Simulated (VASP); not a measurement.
The system is LiF.

```
CELL_PARAMETERS angstrom
2.69516 0.00000 0.00000
0.00000 2.69516 0.00000
0.00000 0.00000 4.46346
ATOMIC_POSITIONS crystal
Li 0.00000 0.00000 0.00000
F 0.50000 0.50000 0.00000
```

The cell was built by a generator and needn't be a form met in nature.

* Program: VASP 6.6.1
* Task: relaxation of cell and atoms
* Functional: LDA
* Potentials or basis: VASP PAW LDA potentials, release 64 (Li_sv, F)
* Cutoff: 600 eV
* k mesh: 10 × 10 × 6
* Occupations: gaussian, width 0.05 eV
* Spin: no spin polarisation

At the start: pressure -3.4 GPa; volume 16.21 Å³/atom.

How do energy, volume and symmetry change on relaxing?

Over 15 steps the energy falls by 28.7 meV/atom and the volume is 11.58 Å³/atom (-28.6 %); space group P4/mmm (No. 123, to 0.05 Å).

Step by step:
```tsv
step	energy change (eV)	largest force (eV/Å)	pressure (GPa)	volume (Å³)
1	0.0000	0.0000	-3.35	32.42
2	-0.0307	0.0000	-1.24	30.85
3	-0.0338	0.0000	-0.23	30.25
4	-0.0338	0.0000	-0.15	30.21
5	-0.0341	0.0000	-0.15	30.12
6	-0.0352	0.0000	-0.15	29.84
7	-0.0375	0.0000	-0.17	29.28
8	-0.0423	0.0000	-0.16	28.16
9	-0.0512	0.0000	-0.05	25.94
10	-0.0534	0.0000	0.48	21.50
11	-0.0564	0.0000	0.11	24.03
12	-0.0572	0.0000	0.22	22.94
13	-0.0572	0.0000	0.20	23.11
14	-0.0476	0.0000	-2.41	23.74
15	-0.0573	0.0000	0.00	23.16
```

Final structure:
```yaml
crystal:
  lattice:
    - [2.60377, 0.00000, 0.00000]
    - [0.00000, 2.60377, 0.00000]
    - [0.00000, 0.00000, 3.41544]
  atoms:
    - { symbol: Li, position: [0.00000, 0.00000, 0.00000] }
    - { symbol: F, position: [0.50000, 0.50000, 0.00000] }
```

Caveat: the cutoff is under 1.25 times the usual one of these potentials, so pressure, stress and relaxed cells hold a basis-set (Pulay) error; the volume moved by over 15 % at a fixed basis, so the end points are rough.
